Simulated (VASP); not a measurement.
The system is Te2Mo.

```
Te Mo
1.0
     3.51820    0.00000    0.00000
    -1.75910    3.04685    0.00000
     0.00000    0.00000   13.97360
Te Mo
4 2
Direct
  0.66667 0.33333 0.37900
  0.33333 0.66667 0.87900
  0.66667 0.33333 0.12100
  0.33333 0.66667 0.62100
  0.66667 0.33333 0.75000
  0.33333 0.66667 0.25000
```

| Quantity | Value |
| --- | --- |
| Program | VASP 6.6.1 |
| Task | relaxation of cell and atoms |
| Functional | RPBE |
| Dispersion | D3(BJ) |
| Potentials or basis | VASP PAW PBE potentials, release 64 (Te, Mo_sv) |
| Cutoff | 600 eV |
| k mesh | 9 × 9 × 2 |
| Occupations | fermi-dirac, width 0.05 eV |
| Spin | no spin polarisation |

At the start: pressure -17.9 GPa; volume 24.96 Å³/atom.

Task: How do energy, volume and symmetry change on relaxing?

Result: Over 24 steps the energy falls by 554.1 meV/atom and the volume is 17.88 Å³/atom (-28.4 %); space group P6_3/mmc (No. 194, to 0.05 Å).

Step by step:
| step | energy change (eV) | largest force (eV/Å) | pressure (GPa) | volume (Å³) |
| --- | --- | --- | --- | --- |
| 1 | 0.0000 | 0.6159 | -17.88 | 149.79 |
| 2 | 4.3670 | 11.1899 | 78.18 | 97.05 |
| 3 | -1.5421 | 2.1689 | -1.90 | 128.57 |
| 4 | -1.5518 | 2.3605 | -0.60 | 127.48 |
| 5 | -2.4378 | 1.3280 | 0.55 | 117.15 |
| 6 | -2.4566 | 1.1467 | 1.45 | 115.24 |
| 7 | -2.8313 | 0.2895 | -5.90 | 115.22 |
| 8 | -2.9486 | 0.5646 | -11.43 | 115.13 |
| 9 | -3.0655 | 0.6209 | -10.37 | 113.51 |
| 10 | -3.1939 | 0.8964 | -7.68 | 110.62 |
| 11 | -3.2030 | 1.0653 | -6.36 | 109.53 |
| 12 | -3.2671 | 0.7459 | -4.37 | 108.73 |
| 13 | -3.3223 | 0.1088 | -0.33 | 107.21 |
| 14 | -3.3229 | 0.0337 | 0.15 | 107.04 |
| 15 | -3.3229 | 0.0554 | 0.00 | 107.09 |
| 16 | -3.3233 | 0.0514 | -0.03 | 107.11 |
| 17 | -3.3240 | 0.0409 | -0.01 | 107.18 |
| 18 | -3.3239 | 0.0184 | -0.04 | 107.32 |
| 19 | -3.3243 | 0.0310 | -0.04 | 107.24 |
| 20 | -3.3243 | 0.0170 | 0.05 | 107.21 |
| 21 | -3.3243 | 0.0077 | 0.06 | 107.20 |
| 22 | -3.3243 | 0.0053 | 0.12 | 107.19 |
| 23 | -3.3243 | 0.0012 | 0.09 | 107.23 |
| 24 | -3.3243 | 0.0062 | 0.05 | 107.26 |

Final structure:
```
Te Mo
1.0
     3.13965    0.00000    0.00000
    -1.56983    2.71902    0.00000
     0.00000    0.00000   12.56442
Te Mo
4 2
Direct
  0.66667 0.33333 0.40024
  0.33333 0.66667 0.90024
  0.66667 0.33333 0.09976
  0.33333 0.66667 0.59976
  0.66667 0.33333 0.75000
  0.33333 0.66667 0.25000
```

Caveat: the volume moved by over 15 % at a fixed basis, so the end points are rough; the PAW data sets were made with another functional, which shifts forces and pressure a little; the volume moved by -28 % from the deposited cell, more than functionals usually miss.
